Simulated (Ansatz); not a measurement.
**Relaxing TaN**

Method: Ansatz, DFT r2SCAN, scalar-relativistic, plane waves, PAW. Settings: 500 eV cutoff, 12×12×12 k-mesh, Gaussian smearing of 0.10 eV, no spin polarisation.

What was changed: relaxed at 15 GPa.

Spin–orbit coupling is left out, which can shift energies with elements as heavy as these.

Command:

```bash
ansatz run input.yaml --threads 1 --pin off --max-ram 2560MiB --backend cpu --events-out ev --progress --plain --runs-dir out
```

Input:

```yaml
crystal:
  lattice:
    - [5.1237122468, 0.0, 0.0]
    - [-2.5618561234, 4.4372649674, 0.0]
    - [0.0, 0.0, 2.8720064717]
  atoms:
    - { symbol: Ta, position: [0.3333333333, 0.6666666667, 0.5] }
    - { symbol: Ta, position: [0.6666666667, 0.3333333333, 0.5] }
    - { symbol: Ta, position: [0.0, 0.0, 0.0] }
    - { symbol: "N", position: [0.3934008486, 0.0, 0.0] }
    - { symbol: "N", position: [0.6065991514, 0.6065991514, 0.0] }
    - { symbol: "N", position: [0.0, 0.3934008486, 0.0] }
basis:
  ecutwfc: 500
kpoints:
  mp_grid: { grid: [12, 12, 12] }
hamiltonian:
  xc: r2scan
scf:
  occupations: { method: gaussian, width: 0.1 }
output:
  forces: true
  stress: true
  eigenvalues: true
relax:
  adjacent_minimum: "off"
  f_tol: 0.008
  max_steps: 50
  cell: { stress_tol: 0.08, p_target: 15.0 }
```

F is the free energy. Steps run on the plane waves of an earlier cell, but the last one, and at times one on the way, on a freshly chosen basis, so a repeated geometry can differ a little in energy. The relaxation lowers the enthalpy F + PV at the target pressure, so F itself can rise.

Steps:

| step | F − F(1) (eV) | largest force component (eV/Å) | V (Å³/atom) | P (GPa) |
| --- | --- | --- | --- | --- |
| 1 | 0.0000 | 0.085 | 10.883 | 15.37 |
| 2 | -0.0044 | 0.008 | 10.891 | 14.86 |
| 3 | -0.0061 | 0.004 | 10.892 | 14.87 |
| 4 | -0.0045 | 0.001 | 10.890 | 14.97 |
| 5 | -0.0046 | 0.001 | 10.890 | 14.97 |

Relaxed structure:

```cif
data_structure
_symmetry_space_group_name_H-M 'P 1'
_symmetry_Int_Tables_number 1
_cell_length_a 5.1228
_cell_length_b 5.1228
_cell_length_c 2.8749
_cell_angle_alpha 90.000
_cell_angle_beta 90.000
_cell_angle_gamma 120.000
_cell_volume 65.34
loop_
_atom_site_label
_atom_site_type_symbol
_atom_site_fract_x
_atom_site_fract_y
_atom_site_fract_z
_atom_site_occupancy
Ta1 Ta 0.33333 0.66667 0.50000 1
Ta2 Ta 0.66667 0.33333 0.50000 1
Ta3 Ta 0.00000 0.00000 0.00000 1
N1 N 0.39419 0.00000 0.00000 1
N2 N 0.60581 0.60581 0.00000 1
N3 N 0.00000 0.39419 0.00000 1
```

Symmetry: P-62m, No. 189, hexagonal system. Conventional cell: a = 5.123 Å, b = 5.123 Å, c = 2.875 Å, α = 90.00°, β = 90.00°, γ = 120.00°. Ta (site symmetry -6) is surrounded by 6 N at 2.13 Å. Ta (site symmetry -62m) has 3 N at 2.02 Å as nearest neighbours. N (site symmetry m2m) has 5 Ta at 2.02 to 2.13 Å as nearest neighbours.

The run converged. It took 2.1 min on 1 thread of Intel(R) Xeon(R) 6975P-C (Granite Rapids), with other jobs on the host, peak memory 0.71 GiB.